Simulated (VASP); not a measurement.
# Converging a slab model of the (2 1 1) face of Li (space group 229), part 2 of 2

How far does the level below the vacuum of the (2 1 1) face of Li (space group 229) depend on the numerical settings, and how far on the functional?

VASP 6.6.1, plane waves and PAW; the level of theory is named at each step.

So far, highest filled level below the vacuum (eV): step 2 (the base run) 2.95; step 3 (another mesh, mesh points along a 4, k-mesh 4×4×1) 3.06; step 12 (a lower cutoff, ENCUT 280) 2.95; step 13 (another smearing width, SIGMA 0.02) 2.96; step 14 (another smearing width, SIGMA 0.4) 3.03.

## Step 16: Another level, functional LDA, disp none (continued)

The PAW data sets were made with PBE, though LDA sets exist; this is a small mismatch.

Numbers from this step:

* free energy (TOTEN): -15.02 eV
* energy at zero smearing: -15.02 eV
* Fermi energy: -1.517 eV
* vacuum levels: 1.519, 1.519 eV
* work functions of the upper and lower face: 3.036, 3.036 eV
* highest filled level below the vacuum: 3.036 eV

Force by atom:

| atom | x (eV/Å) | y (eV/Å) | z (eV/Å) | size |
| --- | --- | --- | --- | --- |
| Li1 | -0.025 | 0.041 | -0.163 | 0.170 |
| Li2 | 0.027 | -0.045 | -0.046 | 0.070 |
| Li3 | -0.001 | 0.001 | 0.097 | 0.097 |
| Li4 | -0.001 | 0.001 | -0.016 | 0.016 |
| Li5 | 0.001 | -0.001 | 0.016 | 0.016 |
| Li6 | 0.001 | -0.001 | -0.097 | 0.097 |
| Li7 | -0.027 | 0.045 | 0.046 | 0.070 |
| Li8 | 0.025 | -0.041 | 0.163 | 0.170 |

Against the base run its depth below the vacuum changes by +0.09 eV.

## Step 17: Another level, functional PBEsol, disp none

This step: PBEsol; plane waves and PAW (Li) (VASP 6.6.1).

INCAR reads:

```
SYSTEM = Li
PREC = Normal
ENCUT = 350
EDIFF = 1E-06
NELM = 120
ISMEAR = 0
SIGMA = 0.05
LREAL = .FALSE.
ALGO = Normal
GGA = PS
NBANDS = 12
LORBIT = 11
LWAVE = .FALSE.
LCHARG = .FALSE.
KPAR = 4
LASPH = .TRUE.
IDIPOL = 3
LDIPOL = .TRUE.
DIPOL = 0.5 0.5 0.5
LVHAR = .TRUE.
LVACPOTAV = .TRUE.
```

POSCAR reads:

```
Li
1.0
    5.8195156884      0.0000000000      0.0000000000
   -7.4066563307      2.5917898158      0.0000000000
    0.0000000000      0.0000000000     26.0286600801
Li
8
Direct
    0.7500000000      0.7500000000      0.6926464910
    0.4166666670      0.9166666670      0.6376046370
    0.0833333330      0.0833333330      0.5825627820
    0.7500000000      0.2500000000      0.5275209270
    0.4166666670      0.4166666670      0.4724790730
    0.0833333330      0.5833333330      0.4174372180
    0.7500000000      0.7500000000      0.3623953630
    0.4166666670      0.9166666670      0.3073535090
```

KPOINTS reads:

```
Automatic mesh
0
Gamma
13 13 1
0 0 0
```

PAW data sets: Li (PBE family, release 64).

Run with:

```
$ mpirun -np 4 vasp_std
```

Run time: 36 s. Hardware: 4 MPI ranks of Intel Xeon 6975P-C (Granite Rapids), shared host; peak memory 1.5 GiB; 1.9 min of CPU time.

The PAW data sets were made with PBE, which is usual practice but a small mismatch for other functionals.

Against the base run its depth below the vacuum changes by +0.02 eV.

## Step 18: Another level, functional RPBE, disp none

This step: RPBE; plane waves and PAW (Li) (VASP 6.6.1).

Changes to INCAR since step 17:

```diff
@@ -9,3 +9,3 @@
 ALGO = Normal
-GGA = PS
+GGA = RP
 NBANDS = 12
```

POSCAR is that of step 17.

KPOINTS is that of step 17.

Run with:

```
$ mpirun -np 4 vasp_std
```

It took 34 s on 4 MPI ranks; peak memory 1.5 GiB.

Against the base run its depth below the vacuum changes by -0.04 eV.

## Step 19: Another level, functional optB88-vdW, disp nonlocal

This step: optB88-vdW; plane waves and PAW (Li) (VASP 6.6.1).

Changes to INCAR since step 18:

```diff
@@ -9,3 +9,8 @@
 ALGO = Normal
-GGA = RP
+GGA = BO
+AGGAC = 0
+LUSE_VDW = .TRUE.
+PARAM1 = 0.1833333333
+PARAM2 = 0.22
+LASPH = .TRUE.
 NBANDS = 12
@@ -15,3 +20,2 @@
 KPAR = 4
-LASPH = .TRUE.
 IDIPOL = 3
```

POSCAR is that of step 18.

KPOINTS is that of step 18.

Run with:

```
$ mpirun -np 4 vasp_std
```

Wall time 4.5 min (4 MPI ranks); peak memory 3.8 GiB; 15 min of CPU time.

Against the base run its depth below the vacuum changes by +0.11 eV.

## Step 20: Another level, functional r2SCAN, disp none

This step: r2SCAN; plane waves and PAW (Li) (VASP 6.6.1).

Changes to INCAR since step 19:

```diff
@@ -9,7 +9,3 @@
 ALGO = Normal
-GGA = BO
-AGGAC = 0
-LUSE_VDW = .TRUE.
-PARAM1 = 0.1833333333
-PARAM2 = 0.22
+METAGGA = R2SCAN
 LASPH = .TRUE.
```

POSCAR is that of step 19.

KPOINTS is that of step 19.

Run with:

```
$ mpirun -np 4 vasp_std
```

The job ended after 2.1 min (4 MPI ranks; peak memory 1.6 GiB).

Against the base run its depth below the vacuum changes by -0.01 eV.

## Step 21: The series together

Times are for 4 MPI ranks of Intel Xeon 6975P-C (Granite Rapids), shared host. Results by setting:

| no. | functional | highest filled level below the vacuum (eV) | time | memory (GiB) |
| --- | --- | --- | --- | --- |
| 1 | LDA | 3.036 | 30 s | 1.2 |
| 2 | PBEsol | 2.974 | 36 s | 1.5 |
| 3 | RPBE | 2.904 | 34 s | 1.5 |
| 4 | optB88-vdW | 3.057 | 4.5 min | 3.8 |
| 5 | r2SCAN | 2.937 | 2.1 min | 1.6 |

## Step 22: All runs together

This step: slab, study of settings, base PBE; plane waves and PAW (VASP 6.6.1).

Derived from the runs above.

Numbers from this step:

```
highest filled level below the vacuum : 2.949 eV
```

Energies of other functionals are not comparable and are left out. All runs:

| change from the base run | level below the vacuum (eV) | shift (eV) | energy change (meV/atom) | core seconds |
| --- | --- | --- | --- | --- |
| base | 2.949 | 0 | 0 | 132 |
| mesh 4 x 4 | 3.061 | 0.112 | 29.6 | 43.2 |
| mesh 8 x 8 | 2.959 | 0.01 | 5 | 92 |
| mesh 20 x 20 | 2.947 | -0.002 | 0.5 | 288 |
| vacuum 5 A | - | - | -3 | 62.4 |
| vacuum 8 A | - | - | 0.1 | 84 |
| vacuum 24 A | 2.95 | 0 | 0 | 208 |
| cutoff 210 eV | 2.95 | 0 | 0.6 | 59.2 |
| cutoff 280 eV | 2.949 | 0 | 0 | 88 |
| smearing 0.02 eV | 2.962 | 0.013 | 0 | 144 |
| smearing 0.4 eV | 3.029 | 0.08 | 0.1 | 144 |
| LDA | 3.036 | 0.087 | - | 120 |
| PBEsol | 2.974 | 0.024 | - | 144 |
| RPBE | 2.904 | -0.045 | - | 136 |
| optB88-vdW | 3.057 | 0.108 | - | 1092 |
| r2SCAN | 2.937 | -0.012 | - | 500 |

## Step 23: Results

```
highest filled level below the vacuum : 2.95 eV
```

In words: The base run puts the highest filled level 2.95 eV below the vacuum at the upper face. Among the meshes tried the largest shift is 0.11 eV (mesh 4 x 4, at 0.33 times the cost). The vacuum widths shift it by about 0.01 eV or less. The lower cutoffs shift it by about 0.01 eV or less. Among the smearing widths the largest shift is 0.08 eV (smearing 0.4 eV, at 1.1 times the cost). With vacuum 5 A and vacuum 8 A the program printed no vacuum level, so no level is given there, and the line on vacuum widths holds for the others alone. The functionals span 0.15 eV, from RPBE to optB88-vdW. The program warns that it found no field-free region at its default tolerance, also in runs whose level could not be checked against a flat part of the potential; that adds doubt to those levels. The thickness of the slab was not varied, and the small cell can't reconstruct. Costs come from a shared host, and the base run also writes a finer density of states, so small ratios mean little. All runs hold the atoms as cut and share one family of PAW data sets, so relaxation and each functional's own lattice are left out.

[Lines on the potential files, build, host, timing and source positions are cut from VASP's logs without a mark.]

[Logs are printed without paths, hosts, clocks, repeated set-up lines and the standing remarks that a program may print on its own settings, such as how far it seeks lower states.]

[Hosts, paths, dates, database ids (printed as entryN), source tags and the programs' standing remarks are cut or masked in the printed files.]

[In band tables of VASP the shares of atoms and orbitals are scaled to a sum of 1 inside the atoms' spheres.]

[Runs that stopped without an error message from VASP are left out.]
